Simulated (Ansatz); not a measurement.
How far is PAW off for W?

```
W
1.0
     0.01523    2.03000    2.03000
     2.03000    0.01523    2.03000
     2.04522    2.04522    0.00000
W
1
Direct
  0.00000 0.00000 0.00000
```

The cell comes from COD entry 1534935, which wasn't checked; take it as a given geometry. The listed cell was then made from it by scaling, straining or moving an atom.

Spin–orbit coupling is left out, though it moves levels of the heavy atoms by tenths of an eV or more.

Methods: DFT, PBE, PAW with Ansatz's default frozen-core files, scalar-relativistic (Ansatz 0.2.0); DFT, PBE, all-electron LAPW, scalar-relativistic (Ansatz 0.2.0).

For PAW: a Γ-centred 14×14×14 k mesh, Fermi–Dirac smearing of 0.05 eV, cutoff 420 eV, no spin polarisation. LAPW targets a basis error of 1 meV/atom. The Ansatz runs share mesh, smearing and spin set-up. Plane-wave (PAW) pressures include the program's estimate of the Pulay term.

Stress and pressure are positive in compression.

The change that made this cell: xy engineering shear strain of +1.5 %.

PAW results:

```json
{"quantity": "pressure (GPa)", "PAW": "-4.62"}
{"quantity": "stress xx (GPa)", "PAW": "-4.74"}
{"quantity": "stress zz (GPa)", "PAW": "-4.38"}
{"quantity": "stress xy (GPa)", "PAW": "2.44"}
```

Q: What does all-electron LAPW give for the same quantities?

A: 
```tsv
quantity	LAPW
pressure (GPa)	-4.51
stress xx (GPa)	-4.63
stress zz (GPa)	-4.27
stress xy (GPa)	2.44
```
